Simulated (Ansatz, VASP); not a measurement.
Two plane-wave programs on Al

Contents of POSCAR:

```
Al
1.0
   -0.8419674075      1.6839348149      1.6839348149
    1.6839348149     -0.8419674075      1.6839348149
    1.6839348149      1.6839348149     -0.8419674075
Al
1
Direct
    0.0000000000      0.0000000000      0.0000000000
```

INCAR.step1

```
SYSTEM = Al
ALGO     = Normal         ! electronic algorithm
EDIFF    = 1E-4           ! SCF threshold, eV
ENCUT    = 520            ! plane-wave cutoff, eV
GGA      = PE             ! functional
ISMEAR   = 0              ! smearing method
LASPH    = .TRUE.         ! aspherical terms in the spheres
LCHARG   = .FALSE.        ! write CHGCAR
LREAL    = .FALSE.        ! projectors in reciprocal space
LWAVE    = .TRUE.         ! write WAVECAR
NBANDS   = 8              ! bands
NELM     = 100            ! most SCF steps
PREC     = Accurate       ! precision mode
SIGMA    = 0.15           ! smearing width, eV
```

Contents of INCAR.step2:

```
SYSTEM = Al
ALGO     = Normal         ! electronic algorithm
EDIFF    = 1E-6           ! SCF threshold, eV
ENCUT    = 520            ! plane-wave cutoff, eV
ISIF     = 2              ! what is computed and relaxed
ISMEAR   = 0              ! smearing method
ISTART   = 1            
LASPH    = .TRUE.         ! aspherical terms in the spheres
LCHARG   = .FALSE.        ! write CHGCAR
LMIXTAU  = .TRUE.       
LREAL    = .FALSE.        ! projectors in reciprocal space
LWAVE    = .FALSE.        ! write WAVECAR
METAGGA  = R2SCAN         ! meta-GGA
NBANDS   = 8              ! bands
NELM     = 100            ! most SCF steps
PREC     = Accurate       ! precision mode
SIGMA    = 0.15           ! smearing width, eV
```

File KPOINTS:

```
k-points
0
G
  24 24 24
  0 0 0
```

Input for Ansatz:

```yaml
crystal:
  lattice:
    - [-0.8419674075, 1.6839348149, 1.6839348149]
    - [1.6839348149, -0.8419674075, 1.6839348149]
    - [1.6839348149, 1.6839348149, -0.8419674075]
  atoms:
    - { symbol: Al, position: [0.0, 0.0, 0.0] }
basis:
  ecutwfc: 500
kpoints:
  mp_grid: { grid: [24, 24, 24] }
hamiltonian:
  xc: r2scan
scf:
  occupations: { method: gaussian, width: 0.15 }
output:
  forces: true
  stress: true
  eigenvalues: true
```

Alike in both runs: task single point; functional r2SCAN; k mesh 24 × 24 × 24; occupations gaussian, width 0.15 eV; no spin polarisation.

|  | VASP | Ansatz |
| --- | --- | --- |
| version | VASP 6.6.1 | Ansatz 0.2.0 |
| potentials or method | VASP PAW PBE potentials, release 64 (Al) | scalar-relativistic, plane waves, PAW |
| plane-wave cutoff (eV) | 520 | 500 |
| valence electrons in the cell | 3 | 3 |

Ansatz gave:

| Property | Result |
| --- | --- |
| gap on the k mesh at the Fermi level (eV) | none |
| pressure (GPa) | 19.5 |

Question: Which values does VASP return?

Answer: gap on the k mesh at the Fermi level (eV): none; pressure (GPa): 19.2.

A gap of «none» marks a metal or a gap that the smearing closes. The functional is the same, so the differences come from potentials, cutoffs and numerics.

Caveats: so large a pressure means that the cell lies far from this level's equilibrium, or that cutoff or potentials fall short (VASP); the potentials were made for another functional, which shifts forces and pressure (VASP).
